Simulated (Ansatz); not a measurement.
## Structure optimisation: indium, body-centred tetragonal

The calculation used DFT, BLYP, plane waves (420 eV) with PAW, scalar-relativistic (Ansatz 0.2.0). The PAW files were generated under PBE, with cores re-solved for the functional.

k-point mesh 12×12×14, Fermi-Dirac smearing 0.1 eV, no spin polarisation. Cell and atoms relax.

Starting structure:

```yaml
crystal:
  lattice:
    - [-1.62547, 1.62547, 2.4737]
    - [1.62547, -1.62547, 2.4737]
    - [1.62547, 1.62547, -2.4737]
  atoms:
    - { symbol: In, position: [0.0, 0.0, 0.0] }
hamiltonian:
  xc: blyp
  pseudopotentials:
    kind: paw
    azcp:
      In: "pseudopotentials/In.paw.azcp"
basis:
  ecutwfc: 420
  fft_grid_basis: typed
kpoints:
  mp_grid: { grid: [12, 12, 14], shift: [0, 0, 0] }
magnetization:
  spin_polarized: false
scf:
  occupations: { method: fermi_dirac, width: 0.1 }
relax:
  max_steps: 60
  f_tol: 0.01
  cell: {}
```

Q: What cell does the relaxation end in?

A: C2/m with a = 4.827 Å, b = 4.820 Å, c = 3.568 Å, β = 131.51°; 31.09 Å³ per atom against 26.14 at the start (18.9 %).

The cell has left the body-centred tetragonal structure type; it ends in C2/m.

Q: How much energy does the relaxation gain?

A: 80.6 meV per atom.

The k-point mesh keeps fewer symmetry operations than the starting structure has, so the cell can leave it.

This functional, with no dispersion term, lets the cell expand far past the measured one.
